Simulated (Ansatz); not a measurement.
# Pressure series in BaSnO3

Consider BaSnO3 in the cubic perovskite structure (space group Pm-3m, No. 221; a = 4.176 Å).

Cell and atoms are relaxed at each pressure.

Method: DFT with PBE, PAW potentials and a 420 eV plane-wave cutoff in Ansatz (a quantum-chemistry and plane-wave program), scalar-relativistic without spin-orbit coupling, earlier PAW set.

```tsv
variant	electron mass	band gap	density	smallest direct gap
base	0.13 mₑ (at Γ)	0.48 eV	6.93 g/cm³	0.97 eV
pressure −2 GPa	0.11 mₑ (at Γ)	0.30 eV	6.82 g/cm³	0.79 eV
pressure −1 GPa	0.12 mₑ (at Γ)	0.39 eV	6.88 g/cm³	0.88 eV
pressure 0.9 GPa	0.14 mₑ (at Γ)	0.56 eV	6.98 g/cm³	1.05 eV
pressure 2.1 GPa	0.14 mₑ (at Γ)	0.66 eV	7.04 g/cm³	1.15 eV
pressure 4.5 GPa	___	___	___	___
pressure 9 GPa	0.18 mₑ (at Γ)	1.20 eV	7.35 g/cm³	1.67 eV
pressure 15 GPa	0.20 mₑ (at Γ)	1.61 eV	7.58 g/cm³	2.07 eV
pressure 22.5 GPa	0.23 mₑ (at Γ)	2.08 eV	7.85 g/cm³	2.51 eV
pressure 30 GPa	0.25 mₑ (at Γ)	2.51 eV	8.08 g/cm³	2.92 eV
```

Q: Fill in the withheld entries from the trend.

A: 
- pressure 4.5 GPa, electron mass: 0.16 mₑ (at Γ)
- pressure 4.5 GPa, band gap: 0.86 eV
- pressure 4.5 GPa, density: 7.15 g/cm³
- pressure 4.5 GPa, smallest direct gap: 1.34 eV

Load acts through the strain it causes; cell and atoms are relaxed under it. Masses are band curvatures over ±0.01 Å⁻¹ around the edge. Whether these cells are dynamically stable was not tested. Competing high-pressure phases were not computed.
